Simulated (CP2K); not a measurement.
The system is Ag.

```
Ag
1.0
     2.88888    0.00000    0.00000
     1.44444    2.50185    0.00000
     1.44444    0.83395    2.35876
Ag
1
Direct
  0.00000 0.00000 0.00000
```

Base run:

- Program: CP2K 2026.2
- Functional: AM05
- Potentials or basis: POTENTIAL_UZH Ag GTH-PBE-q11; TZVP-MOLOPT-PBE-GTH basis
- Density cutoff: 9184 eV
- k mesh: 11 × 11 × 11
- Occupations: fermi-dirac, width 0.05 eV
- Spin: no spin polarisation

Its results: band gap on the k mesh none (metal or under the smearing width); pressure -2.7 GPa.

Task: After a change of settings the same cell gave: band gap on the k mesh none (metal or under the smearing width); pressure 18.6 GPa. Which change was it?
A. functional from AM05 to PBEsol
B. functional from AM05 to vdW-DF2
C. functional from AM05 to BLYP
D. functional from AM05 to LDA

Result: B.

Caveats: the potentials were made for another functional, which shifts forces and pressure; the basis of atomic orbitals isn't converged, which shifts pressures, moduli and gaps.
